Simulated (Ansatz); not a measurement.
# GdN: experiment and calculation

**Measured values to compare with.**

A printed reference work (monograph) reports, for a bulk crystal of GdN: lattice constant a 4.999 Å.

The calculation below tries to reproduce these values; the comparison stands at the end.

All numbers below come from DFT PBE, scalar-relativistic, plane waves, PAW (Ansatz 0.2.0).

Plane waves to 420 eV, a k mesh through Γ of 18×18×18 on the computed 2-atom cell and Gaussian smearing (0.10 eV); collinear spin from starting moments 7.5 0.0 μB.

Relaxed structure:

```cif
data_structure
_symmetry_space_group_name_H-M 'Fm-3m'
_symmetry_Int_Tables_number 225
_cell_length_a 4.9840
_cell_length_b 4.9840
_cell_length_c 4.9840
_cell_angle_alpha 90.000
_cell_angle_beta 90.000
_cell_angle_gamma 90.000
_cell_volume 123.80
loop_
_atom_site_label
_atom_site_type_symbol
_atom_site_symmetry_multiplicity
_atom_site_Wyckoff_symbol
_atom_site_fract_x
_atom_site_fract_y
_atom_site_fract_z
_atom_site_occupancy
Gd1 Gd 4 a 0.50000 0.50000 0.00000 1
N1 N 4 b 0.00000 0.50000 0.00000 1
```

* Space group: Fm-3m (No. 225)
* Volume per atom: 104.4 bohr³
* Formation energy from the elements' standard states (uncorrected): -1.556 eV/atom
* Kohn–Sham band gap: none (metal)
* Density of states at the Fermi level: 0.1 states/eV per cell
* Orbital (Löwdin) character within 0.5 eV of the Fermi level: N 2p 57 %, Gd 5d 34 %
* Bulk modulus: 147 GPa
* Its pressure derivative: 4.1
* Bader charge by site (e): Gd (1 in the cell) 1.75, N (1 in the cell) -1.75
* Total moment: 7.00 μB per cell
* Moment by site (μB): Gd1 6.86, N2 -0.09

Spin-orbit coupling is left out, which matters for the bands of heavy elements.

Measured lattice constant a of GdN: 4.999 Å (a printed reference work (monograph)). This calculation gives 4.984 Å (-0.3 %). The calculation is for 0 K without zero-point motion.

The cell was reached from a generator's guess, though it ends in a space group that the part of the Crystallography Open Database at hand lists for this formula. The 4f shell has no Hubbard U here. Löwdin shares on free-atom orbitals overweight diffuse shells.
